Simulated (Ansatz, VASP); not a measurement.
# One calculation of Ga, two programs

POSCAR

```
Ga
1.0
    5.3771721149      0.0000000000      0.0000000000
    0.0000000000      5.3771721149      0.0000000000
    0.0000000000      0.0000000000      5.3771721149
Ga
8
Direct
    0.5000000000      0.5000000000      0.5000000000
    0.0000000000      0.0000000000      0.0000000000
    0.2500000000      0.0000000000      0.5000000000
    0.5000000000      0.2500000000      0.0000000000
    0.5000000000      0.7500000000      0.0000000000
    0.7500000000      0.0000000000      0.5000000000
    0.0000000000      0.5000000000      0.7500000000
    0.0000000000      0.5000000000      0.2500000000
```

The input INCAR.step1:

```
PREC     = Accurate       # precision mode
ENCUT    = 520            # plane-wave cutoff, eV
ISMEAR   = 0              # smearing method
SIGMA    = 0.1            # smearing width, eV
LREAL    = F              # projectors in reciprocal space
LASPH    = T              # aspherical terms in the spheres
NELM     = 80             # most SCF steps
NBANDS   = 62             # bands
GGA      = PE             # functional
ALGO     = Normal         # electronic algorithm
EDIFF    = 1E-4           # SCF threshold, eV
LWAVE    = T              # write WAVECAR
LCHARG   = F              # write CHGCAR
```

File INCAR.step2:

```
PREC     = Accurate       # precision mode
ENCUT    = 520            # plane-wave cutoff, eV
EDIFF    = 1E-6           # SCF threshold, eV
ISMEAR   = 0              # smearing method
SIGMA    = 0.1            # smearing width, eV
LREAL    = F              # projectors in reciprocal space
LASPH    = T              # aspherical terms in the spheres
NELM     = 80             # most SCF steps
ALGO     = Normal         # electronic algorithm
ISIF     = 2              # what is computed and relaxed
LWAVE    = F              # write WAVECAR
LCHARG   = T              # write CHGCAR
METAGGA  = R2SCAN         # meta-GGA
LMIXTAU  = T            
LELF     = T              # ELF
LVHAR    = T            
NBANDS   = 62             # bands
ISTART   = 1
```

The input KPOINTS:

```
Automatic mesh
0
Gamma
  4 4 4
```

Input for Ansatz:

```yaml
crystal:
  lattice:
    - [5.3771721149, 0.0, 0.0]
    - [0.0, 5.3771721149, 0.0]
    - [0.0, 0.0, 5.3771721149]
  atoms:
    - { symbol: Ga, position: [0.5, 0.5, 0.5] }
    - { symbol: Ga, position: [0.0, 0.0, 0.0] }
    - { symbol: Ga, position: [0.25, 0.0, 0.5] }
    - { symbol: Ga, position: [0.5, 0.25, 0.0] }
    - { symbol: Ga, position: [0.5, 0.75, 0.0] }
    - { symbol: Ga, position: [0.75, 0.0, 0.5] }
    - { symbol: Ga, position: [0.0, 0.5, 0.75] }
    - { symbol: Ga, position: [0.0, 0.5, 0.25] }
basis:
  ecutwfc: 500
kpoints:
  mp_grid: { grid: [4, 4, 4] }
hamiltonian:
  xc: r2scan
scf:
  occupations: { method: gaussian, width: 0.1 }
  lower_state_search: "off"
output:
  forces: true
  stress: true
  eigenvalues: true
```

Alike in both runs: task single point; functional r2SCAN; k mesh 4 × 4 × 4; occupations gaussian, width 0.1 eV; no spin polarisation.

|  | VASP | Ansatz |
| --- | --- | --- |
| version | VASP 6.6.1 | Ansatz 0.2.0 |
| potentials or method | VASP PAW PBE potentials, release 64 (Ga_d) | scalar-relativistic, plane waves, PAW |
| plane-wave cutoff (eV) | 520 | 500 |
| valence electrons in the cell | 104 | 104 |

|  | VASP | Ansatz | Ansatz less VASP |
| --- | --- | --- | --- |
| gap on the k mesh at the Fermi level (eV) | none | none | - |
| pressure (GPa) | -3.1 | -3.1 | +0.02 |

A gap of «none» marks a metal or a gap that the smearing closes.

Caveats: the PAW data sets were made with another functional, which shifts forces and pressure a little (VASP).
